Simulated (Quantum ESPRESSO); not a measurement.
# MnO2 (P6_3/mmc) in Quantum ESPRESSO: equation of state

Aim: energy against volume of MnO2 in PBEsol, for its equilibrium volume and stiffness.

All numbers are computed with Quantum ESPRESSO 7.5; they aren't measurements. Logs are shortened: lines on timing, memory, paths and dates and some standing lists are left out, and cuts for length are marked.

## (1) The crystal as given

Symmetry: P6_3/mmc, No. 194, hexagonal system. The conventional cell has a = 2.855 Å, b = 2.855 Å, c = 10.222 Å, α = 90.00°, β = 90.00°, γ = 120.00°. Mn (site symmetry -3m) has 6 O at 1.90 Å as nearest neighbours. Around O (site symmetry 3m) lie 3 Mn at 1.90 Å.

Measurements of this composition are mostly on another form, of space group No. 136.

## (2) Single point, PBEsol, collinear spin, ferromagnetic start, 11.30 Å³/atom

Input file pw.in:

```
&CONTROL
  calculation = 'scf'
  prefix = 'pwscf'
  outdir = './tmp'
  pseudo_dir = './pseudo'
  tstress = .true.
  disk_io = 'nowf'
/
&SYSTEM
  ibrav = 0
  nat = 6
  ntyp = 2
  ecutwfc = 45
  ecutrho = 360
  nbnd = 40
  occupations = 'smearing'
  smearing = 'fd'
  degauss = 0.00367493
  nspin = 2
  starting_magnetization(1) = 0.2667
  starting_magnetization(2) = 0
/
&ELECTRONS
  conv_thr = 1.2d-09
  electron_maxstep = 120
  mixing_beta = 0.3
/
ATOMIC_SPECIES
Mn    54.9380 mn_pbesol_v1.5.uspp.F.UPF
O     15.9990 o_pbesol_v1.2.uspp.F.UPF
CELL_PARAMETERS angstrom
   2.7966746872    0.0000000000    0.0000000000
  -1.3983373435    2.4219913252    0.0000000000
   0.0000000000    0.0000000000   10.0130771825
ATOMIC_POSITIONS crystal
Mn     0.0000000000    0.0000000000    0.5000000000
Mn     0.0000000000    0.0000000000    0.0000000000
O      0.6666666667    0.3333333333    0.4068564500
O      0.6666666667    0.3333333333    0.0931435500
O      0.3333333333    0.6666666667    0.5931435500
O      0.3333333333    0.6666666667    0.9068564500
K_POINTS automatic
11 11 3 0 0 0
```

Potentials or basis: GBRV 1.5 PBEsol.

Launch:

```console
$ OMP_NUM_THREADS=1 mpirun -n 2 pw.x -nk 2 -in pw.in > pw.out
```

pw.out:

```text
This program is part of the open-source Quantum ESPRESSO suite
     for quantum simulation of materials; please cite
         "P. Giannozzi et al., J. Phys.:Condens. Matter 21 395502 (2009);
         "P. Giannozzi et al., J. Phys.:Condens. Matter 29 465901 (2017);
         "P. Giannozzi et al., J. Chem. Phys. 152 154105 (2020);
     in publications or presentations arising from this work. More details at

     Message from routine setup:
     using ibrav=0 with symmetry is DISCOURAGED, use correct ibrav instead

     K-points division:     npool     =       2
     Subspace diagonalization in iterative solution of the eigenvalue problem:
     a serial algorithm will be used

     G-vector sticks info
     --------------------
     sticks:   dense  smooth     PW     G-vecs:    dense   smooth      PW
     Sum         685     349    109                52699    18693    3237

     Using Slab Decomposition

     bravais-lattice index     =            0
     lattice parameter (alat)  =       5.2849  a.u.
     unit-cell volume          =     457.6977 (a.u.)^3
     number of atoms/cell      =            6
     number of atomic types    =            2
     number of electrons       =        54.00
     number of Kohn-Sham states=           40
     kinetic-energy cutoff     =      45.0000  Ry
     charge density cutoff     =     360.0000  Ry
     scf convergence threshold =      1.2E-09
     mixing beta               =       0.3000
     number of iterations used =            8  plain     mixing
     Exchange-correlation= SLA  PW   PSX  PSC
                           (   1   4  10   8   0   0   0)

     celldm(1)=   5.284949  celldm(2)=   0.000000  celldm(3)=   0.000000
     celldm(4)=   0.000000  celldm(5)=   0.000000  celldm(6)=   0.000000

     crystal axes: (cart. coord. in units of alat)
               a(1) = (   1.000000   0.000000   0.000000 )
               a(2) = (  -0.500000   0.866025   0.000000 )
               a(3) = (   0.000000   0.000000   3.580351 )

     reciprocal axes: (cart. coord. in units 2 pi/alat)
               b(1) = (  1.000000  0.577350 -0.000000 )
               b(2) = (  0.000000  1.154701  0.000000 )
               b(3) = (  0.000000 -0.000000  0.279302 )

     PseudoPot. # 1 for Mn read from file:
     mn_pbesol_v1.5.uspp.F.UPF
     Pseudo is Ultrasoft + core correction, Zval = 15.0
     Generated by new atomic code, or converted to UPF format
     Using radial grid of  859 points,  6 beta functions with:
                l(1) =   0
                l(2) =   0
                l(3) =   1
                l(4) =   1
                l(5) =   2
                l(6) =   2
     Q(r) pseudized with  8 coefficients,  rinner =    0.950   0.950   0.950
                                                       0.950   0.950

[... 29 lines left out ...]
         3        O      tau(   3) = (   0.5000000   0.2886751   1.4566889  )
         4        O      tau(   4) = (   0.5000000   0.2886751   0.3334866  )
         5        O      tau(   5) = (  -0.0000000   0.5773503   2.1236621  )
         6        O      tau(   6) = (  -0.0000000   0.5773503   3.2468645  )

     number of k points=    32  Fermi-Dirac smearing, width (Ry)=  0.0037
                       cart. coord. in units 2pi/alat
        k(    1) = (   0.0000000   0.0000000   0.0000000), wk =   0.0027548
        k(    2) = (   0.0000000   0.0000000   0.0931007), wk =   0.0055096
        k(    3) = (   0.0000000   0.1049728   0.0000000), wk =   0.0165289
        k(    4) = (   0.0000000   0.1049728   0.0931007), wk =   0.0330579
        k(    5) = (   0.0000000   0.2099456   0.0000000), wk =   0.0165289
        k(    6) = (   0.0000000   0.2099456   0.0931007), wk =   0.0330579
[... 24 lines left out ...]
        k(   31) = (   0.2727273   0.5773503   0.0000000), wk =   0.0165289
        k(   32) = (   0.2727273   0.5773503   0.0931007), wk =   0.0330579

     Dense  grid:    52699 G-vectors     FFT dimensions: (  32,  32, 120)

     Smooth grid:    18693 G-vectors     FFT dimensions: (  24,  24,  90)

     Check: negative core charge=   -0.000012
     Generating pointlists ...
     new r_m :   0.2750 (alat units)  1.4535 (a.u.) for type    1
     new r_m :   0.2750 (alat units)  1.4535 (a.u.) for type    2

     Initial potential from superposition of free atoms

     starting charge      52.9998, renormalised to      54.0000
     Starting wfcs are   42 randomized atomic wfcs

     Self-consistent Calculation

     iteration #  1     ecut=    45.00 Ry     beta= 0.30
     Davidson diagonalization with overlap
     ethr =  1.00E-02,  avg # of iterations =  5.8

     total energy              =    -550.08456793 Ry
     estimated scf accuracy    <       4.28523516 Ry
[... 124 lines left out ...]
     iteration # 14     ecut=    45.00 Ry     beta= 0.30
     Davidson diagonalization with overlap
     ethr =  4.24E-12,  avg # of iterations =  1.9

     Magnetic moment per site  (integrated on atomic sphere of radius R)
     atom   1 (R=0.275)  charge= 11.6497  magn=  2.4397
     atom   2 (R=0.275)  charge= 11.6497  magn=  2.4397
     atom   3 (R=0.275)  charge=  5.1689  magn=  0.0673
     atom   4 (R=0.275)  charge=  5.1689  magn=  0.0673
     atom   5 (R=0.275)  charge=  5.1689  magn=  0.0673
     atom   6 (R=0.275)  charge=  5.1689  magn=  0.0673

     End of self-consistent calculation

 ------ SPIN UP ------------

          k = 0.0000 0.0000 0.0000 (  2345 PWs)   bands (ev):

   -74.2021 -74.2021 -42.9823 -42.9823 -42.9775 -42.9775 -42.9774 -42.9774
   -12.8476 -12.8021 -10.4222 -10.3351   0.5733   0.7824   0.7824   0.7889
     0.7889   0.9757   4.6612   4.8160   4.8160   4.8177   4.8177   5.4981
     5.5957   5.5957   5.6222   5.6222   7.0279   7.3032  10.3365  10.3365
    10.3618  10.3618  14.2114  15.8721  16.7379  17.7626  19.2290  20.6524
[... 243 lines left out ...]
   -74.1728 -74.1728 -43.1465 -43.1465 -43.1035 -43.1035 -42.9412 -42.9411
   -10.8941 -10.8794 -10.8388 -10.8239   0.5815   0.6154   0.8205   0.8478
     1.9864   2.0266   3.1374   3.1782   3.3593   3.4012   4.0802   4.1528
     5.1372   5.1443   6.3433   6.4014   6.6521   6.7135   9.4571   9.4869
     9.5271   9.5548  19.8465  20.0982  20.5917  20.7273  22.0066  22.2616

 ------ SPIN DOWN ----------

          k = 0.0000 0.0000 0.0000 (  2345 PWs)   bands (ev):

   -70.9254 -70.9254 -39.8384 -39.8384 -39.8384 -39.8384 -39.6910 -39.6909
   -12.6309 -12.5846 -10.2505 -10.1639   1.4535   1.7392   1.7392   1.7483
     1.7483   1.9773   4.8451   5.7066   5.7190   5.7190   5.7457   5.7457
     7.9001   7.9001   7.9024   7.9024   9.6988   9.8739  11.8276  11.8276
    11.8528  11.8528  14.5021  16.1158  17.2754  18.3019  19.6689  21.1012
[... 243 lines left out ...]
   -70.8918 -70.8918 -40.0388 -40.0388 -39.9875 -39.9875 -39.6383 -39.6382
   -10.6926 -10.6783 -10.6390 -10.6247   1.3042   1.3468   1.5264   1.5618
     2.3689   2.4089   3.8123   3.8984   4.1271   4.2429   4.4830   4.5868
     8.3120   8.3303   9.1066   9.1395   9.2738   9.3147  11.1452  11.1682
    11.2014  11.2179  20.0516  20.2948  20.7728  20.9336  22.4636  22.6981

     the Fermi energy is     7.6259 ev

!    total energy              =    -551.21017887 Ry
     estimated scf accuracy    <          1.4E-10 Ry
     smearing contrib. (-TS)   =      -0.00000806 Ry
     internal energy E=F+TS    =    -551.21017080 Ry

     The total energy is F=E-TS. E is the sum of the following terms:
     one-electron contribution =    -462.84557804 Ry
     hartree contribution      =     252.10080234 Ry
     xc contribution           =     -81.40618609 Ry
     ewald contribution        =    -259.05920902 Ry

     total magnetization       =     6.00 Bohr mag/cell
     absolute magnetization    =     6.06 Bohr mag/cell

     convergence has been achieved in  14 iterations

     Computing stress (Cartesian axis) and pressure

          total   stress  (Ry/bohr**3)                   (kbar)     P=      107.98
   0.00082259  -0.00000000   0.00000000          121.01       -0.00        0.00
  -0.00000000   0.00082259   0.00000000           -0.00      121.01        0.00
   0.00000000   0.00000000   0.00055685            0.00        0.00       81.92

=------------------------------------------------------------------------------=
   JOB DONE.
=------------------------------------------------------------------------------=
```

It took 53 s on 2 MPI ranks of Intel Xeon 6975P-C (Granite Rapids), shared host; peak memory 0.42 GiB.

Results:

```yaml
Free_energy: -7499.5965 eV
Pressure: 10.8 GPa
Band_gap_on_the_k_mesh: 0.57 eV, indirect (least direct gap 0.60 eV)
Net_moment: 6.00 μB per cell
Absolute_moment: 6.06 μB per cell
Site_moments: Mn +2.44; O +0.07 μB
Valence_electrons_inside_the_program's_atomic_spheres: Mn 11.65; O 5.17
```

Caveat: an odd mesh through Γ misses points on the zone boundary, where band edges often lie; only a ferromagnetic start was run, and an antiferromagnetic order may lie lower in energy.

## (3) Single point, PBEsol, collinear spin, ferromagnetic start, 11.54 Å³/atom

Changes to pw.in since step 2:

```diff
@@ -31,5 +31,5 @@
 CELL_PARAMETERS angstrom
-   2.7966746872    0.0000000000    0.0000000000
-  -1.3983373435    2.4219913252    0.0000000000
-   0.0000000000    0.0000000000   10.0130771825
+   2.8163702283    0.0000000000    0.0000000000
+  -1.4081851141    2.4390481641    0.0000000000
+   0.0000000000    0.0000000000   10.0835941339
 ATOMIC_POSITIONS crystal
```

Potentials or basis: GBRV 1.5 PBEsol.

Launch:

```console
$ OMP_NUM_THREADS=1 mpirun -n 2 pw.x -nk 2 -in pw.in > pw.out
```

Run time: 47 s. Hardware: 2 MPI ranks of Intel Xeon 6975P-C (Granite Rapids), shared host; peak memory 0.42 GiB.

It converged, with:

```
Free energy                                           : -7499.6736 eV
Pressure                                              : 6.1 GPa
Band gap on the k mesh                                : 0.65 eV, indirect (least direct gap 0.68 eV)
Net moment                                            : 6.00 μB per cell
Absolute moment                                       : 6.07 μB per cell
Site moments                                          : Mn +2.47; O +0.06 μB
Valence electrons inside the program's atomic spheres : Mn 11.68; O 5.19
```

Caveat: an odd mesh through Γ misses points on the zone boundary, where band edges often lie; only a ferromagnetic start was run, and an antiferromagnetic order may lie lower in energy.

## (4) Single point, PBEsol, collinear spin, ferromagnetic start, 11.78 Å³/atom

Changes to pw.in since step 3:

```diff
@@ -31,5 +31,5 @@
 CELL_PARAMETERS angstrom
-   2.8163702283    0.0000000000    0.0000000000
-  -1.4081851141    2.4390481641    0.0000000000
-   0.0000000000    0.0000000000   10.0835941339
+   2.8357940850    0.0000000000    0.0000000000
+  -1.4178970425    2.4558697175    0.0000000000
+   0.0000000000    0.0000000000   10.1531383600
 ATOMIC_POSITIONS crystal
```

Launch:

```console
$ OMP_NUM_THREADS=1 mpirun -n 2 pw.x -nk 2 -in pw.in > pw.out
```

Wall time 48 s (2 MPI ranks of Intel Xeon 6975P-C (Granite Rapids), shared host); peak memory 0.42 GiB.

The run converged. Its results:

* Free energy: -7499.7113 eV
* Pressure: 2.0 GPa
* Band gap on the k mesh: 0.73 eV, indirect (least direct gap 0.77 eV)
* Net moment: 6.00 μB per cell
* Absolute moment: 6.09 μB per cell
* Site moments: Mn +2.49; O +0.05 μB
* Valence electrons inside the program's atomic spheres: Mn 11.71; O 5.21

Caveat: an odd mesh through Γ misses points on the zone boundary, where band edges often lie; only a ferromagnetic start was run, and an antiferromagnetic order may lie lower in energy.

## (5) Single point, PBEsol, collinear spin, ferromagnetic start, 12.03 Å³/atom

Changes to pw.in since step 4:

```diff
@@ -31,5 +31,5 @@
 CELL_PARAMETERS angstrom
-   2.8357940850    0.0000000000    0.0000000000
-  -1.4178970425    2.4558697175    0.0000000000
-   0.0000000000    0.0000000000   10.1531383600
+   2.8549554371    0.0000000000    0.0000000000
+  -1.4274777185    2.4724639352    0.0000000000
+   0.0000000000    0.0000000000   10.2217427273
 ATOMIC_POSITIONS crystal
```

Launch:

```console
$ OMP_NUM_THREADS=1 mpirun -n 2 pw.x -nk 2 -in pw.in > pw.out
```

Wall time 45 s (2 MPI ranks of Intel Xeon 6975P-C (Granite Rapids), shared host); peak memory 0.46 GiB.

The run converged. Its results:

```yaml
Free_energy: -7499.7133 eV
Pressure: -1.7 GPa
Band_gap_on_the_k_mesh: 0.81 eV, indirect (least direct gap 0.85 eV)
Net_moment: 6.00 μB per cell
Absolute_moment: 6.11 μB per cell
Site_moments: Mn +2.52; O +0.04 μB
Valence_electrons_inside_the_program's_atomic_spheres: Mn 11.74; O 5.23
```

Caveat: an odd mesh through Γ misses points on the zone boundary, where band edges often lie; only a ferromagnetic start was run, and an antiferromagnetic order may lie lower in energy.

## (6) Single point, PBEsol, collinear spin, ferromagnetic start, 12.27 Å³/atom

Changes to pw.in since step 5:

```diff
@@ -31,5 +31,5 @@
 CELL_PARAMETERS angstrom
-   2.8549554371    0.0000000000    0.0000000000
-  -1.4274777185    2.4724639352    0.0000000000
-   0.0000000000    0.0000000000   10.2217427273
+   2.8738629778    0.0000000000    0.0000000000
+  -1.4369314888    2.4888383457    0.0000000000
+   0.0000000000    0.0000000000   10.2894383606
 ATOMIC_POSITIONS crystal
```

Potentials or basis: GBRV 1.5 PBEsol.

Launch:

```console
$ OMP_NUM_THREADS=1 mpirun -n 2 pw.x -nk 2 -in pw.in > pw.out
```

Run time: 48 s. Hardware: 2 MPI ranks of Intel Xeon 6975P-C (Granite Rapids), shared host; peak memory 0.44 GiB.

Results (log left out):

```
Free energy                                           : -7499.6831 eV
Pressure                                              : -5.1 GPa
Band gap on the k mesh                                : 0.88 eV, indirect (least direct gap 0.93 eV)
Net moment                                            : 6.00 μB per cell
Absolute moment                                       : 6.14 μB per cell
Site moments                                          : Mn +2.54; O +0.03 μB
Valence electrons inside the program's atomic spheres : Mn 11.77; O 5.24
```

Caveat: an odd mesh through Γ misses points on the zone boundary, where band edges often lie; only a ferromagnetic start was run, and an antiferromagnetic order may lie lower in energy.

## (7) Single point, PBEsol, collinear spin, ferromagnetic start, 12.51 Å³/atom

Changes to pw.in since step 6:

```diff
@@ -31,5 +31,5 @@
 CELL_PARAMETERS angstrom
-   2.8738629778    0.0000000000    0.0000000000
-  -1.4369314888    2.4888383457    0.0000000000
-   0.0000000000    0.0000000000   10.2894383606
+   2.8925249486    0.0000000000    0.0000000000
+  -1.4462624742    2.5050000866    0.0000000000
+   0.0000000000    0.0000000000   10.3562547676
 ATOMIC_POSITIONS crystal
```

Launch:

```console
$ OMP_NUM_THREADS=1 mpirun -n 2 pw.x -nk 2 -in pw.in > pw.out
```

Wall time 53 s (2 MPI ranks of Intel Xeon 6975P-C (Granite Rapids), shared host); peak memory 0.44 GiB.

The run converged. Its results:

| Quantity | Value |
| --- | --- |
| Free energy | -7499.6248 eV |
| Pressure | -8.0 GPa |
| Band gap on the k mesh | 0.95 eV, indirect (least direct gap 1.00 eV) |
| Net moment | 6.00 μB per cell |
| Absolute moment | 6.18 μB per cell |
| Site moments | Mn +2.57; O +0.02 μB |
| Valence electrons inside the program's atomic spheres | Mn 11.80; O 5.26 |

Caveat: an odd mesh through Γ misses points on the zone boundary, where band edges often lie; only a ferromagnetic start was run, and an antiferromagnetic order may lie lower in energy.

## (8) Single point, PBEsol, collinear spin, ferromagnetic start, 12.75 Å³/atom

Changes to pw.in since step 7:

```diff
@@ -31,5 +31,5 @@
 CELL_PARAMETERS angstrom
-   2.8925249486    0.0000000000    0.0000000000
-  -1.4462624742    2.5050000866    0.0000000000
-   0.0000000000    0.0000000000   10.3562547676
+   2.9109491711    0.0000000000    0.0000000000
+  -1.4554745855    2.5209559313    0.0000000000
+   0.0000000000    0.0000000000   10.4222199523
 ATOMIC_POSITIONS crystal
```

Launch:

```console
$ OMP_NUM_THREADS=1 mpirun -n 2 pw.x -nk 2 -in pw.in > pw.out
```

Wall time 55 s (2 MPI ranks of Intel Xeon 6975P-C (Granite Rapids), shared host); peak memory 0.44 GiB.

Results (log left out):

- Free energy: -7499.5410 eV
- Pressure: -10.7 GPa
- Band gap on the k mesh: 1.01 eV, indirect (least direct gap 1.07 eV)
- Net moment: 6.00 μB per cell
- Absolute moment: 6.23 μB per cell
- Site moments: Mn +2.59; O +0.01 μB
- Valence electrons inside the program's atomic spheres: Mn 11.82; O 5.28

Caveat: an odd mesh through Γ misses points on the zone boundary, where band edges often lie; only a ferromagnetic start was run, and an antiferromagnetic order may lie lower in energy.

## (9) Equation of state, PBEsol, collinear spin, ferromagnetic start

Potentials or basis: GBRV 1.5 PBEsol.

This step only gathers the single runs of the series.

Results:

| Property | Result |
| --- | --- |
| Equilibrium volume | 11.92 Å³/atom |
| Bulk modulus at fixed shape and positions | 184 GPa |
| Pressure derivative of the bulk modulus | 4.6 |

Energy against volume, from the lowest point:
| volume (Å³/atom) | energy (meV/atom) |
| --- | --- |
| 11.304 | 19.46 |
| 11.544 | 6.62 |
| 11.785 | 0.33 |
| 12.025 | 0.00 |
| 12.266 | 5.04 |
| 12.507 | 14.76 |
| 12.747 | 28.72 |

Caveat: the cell was scaled at fixed shape and fractional positions, which overstates the stiffness of a crystal with free parameters, most of all of layers and chains.
